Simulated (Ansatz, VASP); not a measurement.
**Pd: VASP beside Ansatz**

Contents of INCAR:

```
SYSTEM = Pd
PREC = Accurate
ENCUT = 520
EDIFF = 1E-6
ISMEAR = -1
SIGMA = 0.05
LREAL = .FALSE.
LASPH = .TRUE.
NELM = 150
ALGO = Normal
ISIF = 2
LWAVE = .FALSE.
LCHARG = .FALSE.
ISPIN = 2
MAGMOM = 0.413 0.413
LORBIT = 11
LMAXMIX = 4
GGA = CA
NBANDS = 21
```

Contents of KPOINTS:

```
Automatic mesh
0
G
  16 16 16
  0 0 0
```

The input POSCAR:

```
Pd
1.0
    0.0000000000      2.8089005936      2.8089005936
    2.8089005936      0.0000000000      2.8089005936
    2.8089005936      2.8089005936      0.0000000000
Pd
2
Direct
    0.1250000000      0.1250000000      0.1250000000
    0.8750000000      0.8750000000      0.8750000000
```

Input for Ansatz:

```yaml
crystal:
  lattice:
    - [0.0, 2.8089005936, 2.8089005936]
    - [2.8089005936, 0.0, 2.8089005936]
    - [2.8089005936, 2.8089005936, 0.0]
  atoms:
    - { symbol: Pd, position: [0.125, 0.125, 0.125], spin: 0.413 }
    - { symbol: Pd, position: [0.875, 0.875, 0.875], spin: 0.413 }
hamiltonian:
  xc: lda
  pseudopotentials:
    kind: paw
    azcp:
      Pd: "pseudopotentials/Pd.paw.azcp"
basis:
  ecutwfc: 420
  fft_grid_basis: typed
kpoints:
  mp_grid: { grid: [16, 16, 16], shift: [0, 0, 0] }
magnetization:
  spin_polarized: true
scf:
  occupations: { method: fermi_dirac, width: 0.05 }
```

This isn't the form of Pd at room conditions, which is fcc.

Alike in both runs: task single point; functional LDA; k mesh 16 × 16 × 16; occupations fermi-dirac, width 0.05 eV; collinear spin.

|  | VASP | Ansatz |
| --- | --- | --- |
| version | VASP 6.6.1 | Ansatz 0.2.0 |
| potentials or method | VASP PAW LDA potentials, release 64 (Pd) | plane waves (420 eV) with PAW, scalar-relativistic |
| plane-wave cutoff (eV) | 520 | 420 |
| valence electrons in the cell | 20 | 36 |

Ansatz gave:

```
net moment per atom (μB)                                      : 0.45
size of the moment on the site where the two differ most (μB) : 0.42
```

Estimate VASP's values.

net moment per atom (μB): 0.41; size of the moment on the site where the two differ most (μB): 0.40.

Site moments also hang on the region over which each program counts them. The two sets of potentials don't hold the same shells in valence. Ansatz warned: «pseudo_functional_mismatch».
